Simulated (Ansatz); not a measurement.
Ta2N:

```
Ta N
1.0
     3.11286    0.00000    0.00000
    -1.55643    2.69582    0.00000
     0.00000    0.00000    4.86984
Ta N
2 1
Direct
  0.35814 0.66415 0.26111
  0.67420 0.31468 0.74086
  0.00672 0.01860 0.00016
```

The cell comes from a database or a generator and needn't be the stable form of this composition.

The cell isn't the ideal one: atoms moved at random, drawn with an rms of 0.1 Å.

| Item | Value |
| --- | --- |
| Program | Ansatz 0.2.0 |
| Task | relaxation of cell and atoms |
| Functional | RPBE |
| Potentials or basis | JTH PAW |
| Cutoff | 1320 eV (not typed: the program's choice for these potentials) |
| k mesh | 8 × 8 × 4 |
| Occupations | gaussian, width 0.1 eV |
| Spin | no spin polarisation |

At the start: volume 13.62 Å³/atom.

Question: Where does the relaxation end?

Answer: It ends after 7 steps and the volume is 13.73 Å³/atom (+0.8 %); space group P-3m1 (No. 164, to 0.05 Å).

The path:
```tsv
step	energy change (eV)	largest force (eV/Å)	volume (Å³)
1	0.0000	1.1994	40.87
2	-0.0805	0.3310	41.32
3	-0.0855	0.0877	41.35
4	-0.0863	0.0058	41.23
5	-0.0864	0.0007	41.20
6	-0.0864	0.0017	41.20
7	-0.0865	0.0017	41.20
```

Final structure:
```
CELL_PARAMETERS angstrom
3.11084 -0.00001 0.00002
-1.55543 2.69409 -0.00003
0.00003 -0.00004 4.91579
ATOMIC_POSITIONS crystal
Ta 0.34636 0.66583 0.25643
Ta 0.67969 0.33246 0.74500
N 0.01302 0.99915 0.00071
```

Caveat: the plane-wave basis is chosen anew once the cell has moved, so the energies of steps on either side of that aren't comparable.
